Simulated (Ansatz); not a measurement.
Runs of Ansatz 0.2.0 on TiSi2. Symmetry: Fddd, No. 70, orthorhombic system. Conventional cell: a = 4.779 Å, b = 8.235 Å, c = 8.526 Å, α = 90.00°, β = 90.00°, γ = 90.00°. Around Ti (site symmetry 222) lie 10 Si at 2.55 to 2.78 Å. Si (site symmetry 2) has 5 Si at 2.52 to 2.79 Å and 5 Ti at 2.55 to 2.78 Å as nearest neighbours. The cell is a database's computed one.

```csv
task,level,U,cell,points for each segment of the path,hubbard projectors,double counting,gap on the mesh (eV),pressure (GPa),relaxed volume (Å³/atom),largest force (eV/Å)
relaxation of cell and atoms,PBEsol,-,relaxed,-,-,-,none,0.0,13.78,-
relaxation of cell and atoms,PBE,-,relaxed,-,-,-,none,0.0,14.17,-
band structure,PBE,-,as given,14,-,-,none,(b),-,(a)
relaxation of cell and atoms,PBEsol+U,Ti d U = 1 eV,relaxed,-,ortho-atomic (the default),fll (the default),none,0.0,13.85,-
relaxation of cell and atoms,PBEsol+U,Ti d U = 2 eV,relaxed,-,ortho-atomic (the default),fll (the default),none,0.0,13.93,0.01
```

Alike in all rows: potentials or basis Ansatz PAW; no spin polarisation; k mesh 7 × 7 × 7; cutoff (eV) 420; smearing fermi-dirac 0.05 eV.

**Question.** Fill in the values left out.

**Answer.** (a) 0.02; (b) 2.1.

Caveats: the plane-wave basis is chosen anew once the cell has moved, so the energies of steps on either side of that aren't comparable (some runs); the PAW data sets come from PBE, with cores solved anew for the run's functional, which leaves a small shift of forces and pressure (some runs); U without spin polarisation on a metal has little footing (some runs); the U is typed as a test and isn't derived for this compound (some runs).

A gap of «none» marks a metal or a gap under the smearing width.
